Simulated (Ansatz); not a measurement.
## Run record: phonons of ZnS (P6_3mc)

Computed with PBEsol, PAW on Ansatz 0.2.0's default frozen-core files (fitted under PBE), scalar-relativistic; not a measurement.

The cell comes from a PAW relaxation under the same functional.

Command line:

```sh
ansatz run input.yaml --threads 1 --pin off --max-ram 3072MiB --backend cpu --events-out ev --progress --plain --runs-dir out
```

Input:

```yaml
crystal:
  lattice:
    - [3.78157812312, 0.0, 0.0]
    - [-1.89078906156, 3.27494272101, 0.0]
    - [0.0, 0.0, 6.20896121942]
  atoms:
    - { symbol: Zn, position: [0.333333333333, 0.666666666667, 0.005442363963] }
    - { symbol: Zn, position: [0.666666666667, 0.333333333333, 0.505442363963] }
    - { symbol: S, position: [0.333333333333, 0.666666666667, 0.379557636037] }
    - { symbol: S, position: [0.666666666667, 0.333333333333, 0.879557636037] }
kpoints:
  mp_grid: { grid: [6, 6, 4] }
scf:
  occupations: { method: fixed }
hamiltonian:
  xc: pbesol
  pseudopotentials: { kind: paw }
phonons:
  method: dfpt
  dielectric: true
  rigid_motions: translations
```

The program printed:

```
Warning: RAYON_NUM_THREADS=1 ignored (pool sized by the plan → 1); use --threads N
Engine: ansatz 0.2.0, aarch64-unknown-linux-gnu
Pseudopotentials: kind: paw
Pseudopotential: Zn, paw, valence charge 12, recommended cutoff 420 eV (normal), Zn.paw.azcp
Pseudopotential: S, paw, valence charge 6, recommended cutoff 420 eV (normal), S.paw.azcp
Functional definition: PBEsol
  exchange = pbesol_x
  correlation = pbesol_c
Crystal: 4 atoms, lattice volume = 76.895 Å³
Basis set: ecut = 420 eV, 1521 PW (Γ), exchange–correlation on 54×54×96 points (8 copies of the dense FFT grid, shifted against one another)
Bands: 22, of which v1, the nominal top of the filled ones, is band 18 counted from 1 (17 counted from 0)
Symmetry: 12 space group operations
k-points: 47 of 144 (irreducible under 2 space group operations, time reversal used)
Non-local potential: Zn, projectors of the file, l = 0: 2, l = 1: 2, l = 2: 3, l = 3: 1
Non-local potential: S, projectors of the file, l = 0: 2, l = 1: 2, l = 2: 2
PAW form: soft (Blöchl's): semilocal exchange-correlation on the pseudo side does not see the compensation charge
[... 90 lines left out ...]
         0.00000   -1.88579    0.00000
        -0.00000   -0.00000   -1.99189
  Z* charge neutrality: 2.148e-3 e pre-enforcement
  solved inside a basis spanned on kpoints, on 10×10×6 k-points, its susceptibility summed on 14×14×8: ε∞ is read to err by 1.9e-2, Z* by 1.3e-2 e (field_mesh: kpoints solves on kpoints); Z* is corrected for what the basis lacks
  optical modes at Γ without the LO–TO term, one row a degenerate level:
      ω (cm⁻¹)  modes    IR ((D/Å)²/amu)
         69.08      2             0.0000
        194.25      1             0.0000
        276.73      1             8.5104
        281.58      2            15.2559
        287.13      2             0.0000
        336.71      1             0.0000
  optical modes at Γ + LO–TO along q̂ = [1.0000, 0.0000, 0.0000]:
      ω (cm⁻¹)  modes    IR ((D/Å)²/amu)
         69.08      2             0.0000
        194.25      1             0.0000
        276.73      1             8.5104
        281.58      1             7.6279
        287.13      2             0.0000
        336.71      1             0.0000
        338.65      1             7.6279
  optical modes at Γ + LO–TO along q̂ = [0.0000, 1.0000, 0.0000]:
      ω (cm⁻¹)  modes    IR ((D/Å)²/amu)
         69.08      2             0.0000
        194.25      1             0.0000
        276.73      1             8.5104
        281.58      1             7.6279
        287.13      2             0.0000
        336.71      1             0.0000
        338.65      1             7.6279
  optical modes at Γ + LO–TO along q̂ = [0.0000, 0.0000, 1.0000]:
      ω (cm⁻¹)  modes    IR ((D/Å)²/amu)
         69.08      2             0.0000
        194.25      1             0.0000
        281.58      2            15.2559
        287.13      2             0.0000
        336.71      1             0.0000
        339.48      1             8.5104
```

The calculation finished and met its thresholds.

Zone-centre phonons:

Harmonic phonons of a crystal by Kohn-Sham DFT at the given cell, standard atomic masses, acoustic sum rule imposed; negative wavenumbers are unstable modes; optical zone-centre levels upwards with Mulliken labels, activity, and the element with most of the kinetic energy.

- Point group: 6mm

```csv
number,phonon wavenumber (cm⁻¹),label,infrared,raman,lead element
1,69.1,E2,no,yes,Zn
2,194.2,B1,no,no,Zn
3,276.7,A1,yes,yes,S
4,281.6,E1,yes,yes,S
5,287.1,E2,no,yes,S
6,336.7,B1,no,no,S
```

### Field response

Linear response of an insulating crystal by Kohn-Sham DFT to a field and to zone-centre displacements, local fields included; Born charges neutralised; LO modes for wave vectors along x and z; Cartesian axes as in the input.

- Dielectric electronic (x, y, z): 5.977, 5.977, 6.105
- Dielectric static (x, y, z): 8.646, 8.646, 9.187
- Highest phonon with field along x: 338.6 cm⁻¹
- Highest phonon with field along z: 339.5 cm⁻¹
- Highest phonon without field: 336.7 cm⁻¹

```csv
atom,born charge xx (e),born charge yy (e),born charge zz (e)
Zn1,1.886,1.886,1.992
Zn2,1.886,1.886,1.992
S3,-1.886,-1.886,-1.992
S4,-1.886,-1.886,-1.992
```

Known limits: frozen-core PAW files fitted under PBE, their cores solved anew for the functional of the run; zone-boundary modes aren't tested; wurtzite ZnS is metastable at ambient conditions; field response not resolved by the mesh; no LO-TO term at the zone centre.

Cost: 2.8 min on 1 thread of Arm Neoverse V1, on a shared host, peak memory 0.81 GiB.
